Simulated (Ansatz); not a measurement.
# CoO: the cost of one run

Method: DFT PBE+U, scalar-relativistic, plane waves, PAW, in Ansatz 0.2.0.

5 further runs of the same task are left out: 5 that didn't finish.

## (1) The structure to begin with

Symmetry: P6_3mc, No. 186, hexagonal system. Conventional cell: a = 3.110 Å, b = 3.110 Å, c = 5.085 Å, α = 90.00°, β = 90.00°, γ = 120.00°. Co (site symmetry 3m) has 4 O at 1.87 to 1.92 Å as nearest neighbours. O (site symmetry 3m) is surrounded by 4 Co at 1.87 to 1.92 Å.

Coordinates:

```
Co O
1.0
     3.10999    0.00000    0.00000
    -1.55500    2.69333    0.00000
     0.00000    0.00000    5.08538
Co O
2 2
Direct
  0.00000 0.00000 0.00347
  0.33333 0.66667 0.50336
  0.00000 0.00000 0.37161
  0.33333 0.66667 0.87156
```

## (2) Volume nm: 0.92 V/V0

The input, input.yaml:

```yaml
crystal:
  lattice:
    - [3.1099945203, 0.0, 0.0]
    - [-1.5549972602, 2.6933342602, 0.0]
    - [0.0, 0.0, 5.0853846395]
  atoms:
    - { symbol: Co, position: [0.0, 0.0, 0.00347414] }
    - { symbol: Co, position: [0.3333333333, 0.6666666667, 0.50336241] }
    - { symbol: O, position: [0.0, 0.0, 0.37160885] }
    - { symbol: O, position: [0.3333333333, 0.6666666667, 0.8715556] }
basis:
  ecutwfc: 420
kpoints:
  mp_grid: { grid: [12, 12, 8] }
hamiltonian:
  xc: pbe
  hubbard: { sites: [{ species: Co, l: d, u_eff: 3.32 }] }
scf:
  occupations: { method: gaussian, width: 0.02 }
output:
  forces: true
  stress: true
  eigenvalues: true
```

Started as:

```sh
$ ansatz run input.yaml --threads 1 --pin off --max-ram 2560MiB --backend cpu --events-out ev --progress --plain --runs-dir out
```

What time and memory should one allow on 1 thread of Intel Xeon at 2.70GHz, shared host?

About 1.9 min, with a peak of 0.49 GiB.
